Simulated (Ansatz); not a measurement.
Input for Ansatz (plane-wave DFT, PAW):

```yaml
crystal:
  lattice:
    - [3.5759774082, 0.0, 0.0]
    - [0.0, 3.5759774082, 0.0]
    - [0.0, 0.0, 3.5759774082]
  atoms:
    - { symbol: Ca, position: [0.0, 0.0, 0.0] }
basis:
  ecutwfc: 420
kpoints:
  mp_grid: { grid: [12, 12, 12] }
hamiltonian:
  xc: pbesol
scf:
  occupations: { method: gaussian, width: 0.1 }
output:
  forces: true
  stress: true
  eigenvalues: true
```

Launched with
```bash
ansatz run input.yaml --threads 1 --pin off --max-ram 1331MiB --backend cpu --events-out ev --progress --plain --runs-dir out
```

Computed with Ansatz, DFT PBEsol, scalar-relativistic, plane waves, PAW.

Abridged output (iterations and final results):

```
SCF iter   1: F=—  HF=-1793.327231 eV  |F-HF|=—  |Δ(HF+E_count)|=         —  Δρ=3.00e-3  dr2=6.07e-3  ethr=1.77e-3  ⟨swp⟩=5.6  Hψ=6047  notcnv=0
SCF iter   2: F=—  HF=-1793.326297 eV  |F-HF|=—  |Δ(HF+E_count)|=   9.34e-4  Δρ=1.64e-3  dr2=2.18e-3  ethr=6.07e-5  ⟨swp⟩=1.0  Hψ=1430  notcnv=0
SCF iter   3: F=—  HF=-1793.325858 eV  |F-HF|=—  |Δ(HF+E_count)|=   4.39e-4  Δρ=2.06e-4  dr2=4.48e-5  ethr=2.18e-5  ⟨swp⟩=2.0  Hψ=906  notcnv=0  defer=1
SCF iter   4: F=—  HF=-1793.325807 eV  |F-HF|=—  |Δ(HF+E_count)|=   5.06e-5  Δρ=3.34e-5  dr2=5.59e-7  ethr=4.48e-7  ⟨swp⟩=2.7  Hψ=1083  notcnv=0  defer=1
SCF iter   5: F=-1793.325807 eV  HF=-1793.325807 eV  |F-HF|=4.16e-9  |Δ(HF+E_count)|=   2.18e-7  Δρ=2.77e-6  dr2=6.37e-9  ethr=5.59e-9  ⟨swp⟩=2.1  Hψ=1130  notcnv=0  defer=1
SCF iter   6: F=-1793.325807 eV  HF=-1793.325807 eV  |F-HF|=3.55e-11  |Δ(HF+E_count)|=   2.32e-9  Δρ=6.10e-7  dr2=1.31e-10  ethr=6.37e-11  ⟨swp⟩=1.6  Hψ=2359  notcnv=0
the search or the solves at the SCF's close seem to have found levels that the self-consistency loop had missed (the run counts 1). By its estimate they hold under 1e-12 electrons; where the run keeps them, the occupations were computed again with them
SCF 1 converged in 6 iterations: F = -1793.325807 eV  dr2 = 1.31e-10
SCF converged after 6 iterations
Free energy (F): -1793.325807 eV
Harris-Foulkes:  -1793.325807 eV  (|F-HF|=3.55e-11)
Internal energy: -1793.319531 eV  (E = F + TS)
E sigma→0 (E₀):  -1793.322669 eV
Entropy (-TS):   -0.006276 eV (-6.276 meV/atom)
Fermi energy:    4.269253 eV
--- Per-component energies (eV) ---
  E_band       = -183.369138
  E_kinetic    = 274.952378
  E_local      = -892.000656  (includes V_loc(G=0)·N_el)
  E_nonlocal   = 64.744950
  E_hartree    = 300.734117
  E_xc         = -133.898679
  E_vxc        = -167.738313  (∫ρ·V_xc dr)
  E_paw        = -836.712936  (= ΣΔE_a)
  E_vpaw       = -64.795765  (= ΣTr[D̂ρ^β])
  E_aug_tail   = -0.000006  (compensation charges beyond the density's cutoff)
  E_ewald      = -571.257494
  E_core_change = 0.118794  (= ΣΔE_core)
  E_smearing   = -0.006276  (= −TS)
--- Forces (eV/Å), atoms counted from 1 ---
  atom   1  Ca     0.00000000     0.00000000     0.00000000
--- Stress (GPa, compression-positive) ---
       -1.038178       0.000000       0.000000
        0.000000      -1.038178       0.000000
        0.000000       0.000000      -1.038178
  P = ⅓ Tr σ = -1.0382 GPa (-10.382 kbar)
--- Band table (eV; the first three rows and the last of 84) ---
  k-point 0: bands = ["-37.9001", "-18.8766", "-18.8766", "-18.8766", "0.4839", "5.0666", "5.0666", "8.1530", "8.1530"]
  k-point 1: bands = ["-37.8991", "-18.8887", "-18.8756", "-18.8756", "0.5776", "5.0925", "5.0948", "8.0495", "8.0495"]
  k-point 2: bands = ["-37.8964", "-18.9217", "-18.8729", "-18.8729", "0.8529", "5.1329", "5.1739", "7.7958", "7.7958"]
  k-point 83: bands = ["-37.8572", "-19.0115", "-19.0115", "-19.0115", "4.9615", "4.9615", "4.9615", "8.8580", "8.8580"]
```

Self-consistency was reached.